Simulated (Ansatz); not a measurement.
# NaBr: isotropic strain +2.44 %

Base system: NaBr in the rock salt structure (space group Fm-3m, No. 225; a = 5.9476 Å).

The change: every lattice vector is stretched by 2.44 %, atoms relaxed at fixed cell.

Level of theory: DFT with r2SCAN, PAW potentials and a 500 eV plane-wave cutoff in Ansatz (a first-principles code), scalar-relativistic without spin-orbit coupling. k-mesh 10×10×10 (Γ-centred); smearing 0.05 eV (Fermi–Dirac).

The volume per atom grows by 1.97 Å³, from 26.30 Å³ to 28.27 Å³ and the space group remains Fm-3m (No. 225). The shortest interatomic distance grows by 0.137 bohr (5.620 bohr → 5.757 bohr) and the energy rises by 9.0 meV/atom. The pressure goes from zero to -1.36 GPa and the band gap falls by 0.227 eV, from 4.98 eV to 4.76 eV. The gap character is still direct at Γ and the mean gap deformation potential ΔEg/Δln V is -3.1 eV. The width of the top valence band drops by 0.103 eV (0.85 eV → 0.74 eV) and the electron mass becomes 0.34 mₑ (at Γ) (base: 0.33 mₑ (at Γ)). The hole mass (degenerate bands, along [100]) changes from 0.51, 2.2, 2.2 mₑ (at Γ) to 0.55, 2.4, 2.4 mₑ (at Γ).

Final structure:

```
CELL_PARAMETERS angstrom
      0.00000     3.04636     3.04636
      3.04636     0.00000     3.04636
      3.04636     3.04636     0.00000
ATOMIC_POSITIONS crystal
  Br 0.00000 0.00000 0.00000
  Na 0.50000 0.50000 0.50000
```

Cost of the whole job for the changed cell (relaxation, final SCF and bands): around 30 core-seconds (rough).

Effective masses come from finite differences of ±0.01 Å⁻¹. No phonon test of stability was made.
